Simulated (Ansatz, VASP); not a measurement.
**MoH4 in VASP and in Ansatz**

```
CELL_PARAMETERS angstrom
-2.09126 2.09126 2.09126
2.09126 -2.09126 2.09126
2.09126 2.09126 -2.09126
ATOMIC_POSITIONS crystal
H 0.00000 0.00000 0.49998
H 0.49998 0.00000 0.00000
H 0.00000 0.49998 0.00000
H 0.50002 0.50002 0.50002
Mo 0.00000 0.00000 0.00000
```

Change from the starting cell: species swapped into the H4C type (I-43m, No. 217).

Alike in both runs: functional PBE; k mesh 6 × 6 × 6; occupations gaussian, width 0.1 eV; no spin polarisation.

Ansatz relaxed the structure, and its values are those at the end. VASP's run is a single point on that final structure, the one shown.

|  | VASP | Ansatz |
| --- | --- | --- |
| version | VASP 6.6.1 | Ansatz 0.2.0 |
| potentials or method | VASP PAW PBE potentials, release 64 (H, Mo_sv) | scalar-relativistic, plane waves, PAW |
| plane-wave cutoff (eV) | 520 | 420 |
| valence electrons in the cell | 18 | 18 |

Ansatz gave:

| Item | Value |
| --- | --- |
| gap on the k mesh at the Fermi level (eV) | none |
| pressure (GPa) | 0.0 |

Question: Estimate VASP's values.

Answer: gap on the k mesh at the Fermi level (eV): none; pressure (GPa): -0.1.

A gap of «none» marks a metal or a gap that the smearing closes. With one functional, cell and mesh, what is left measures potentials, basis and numerics.
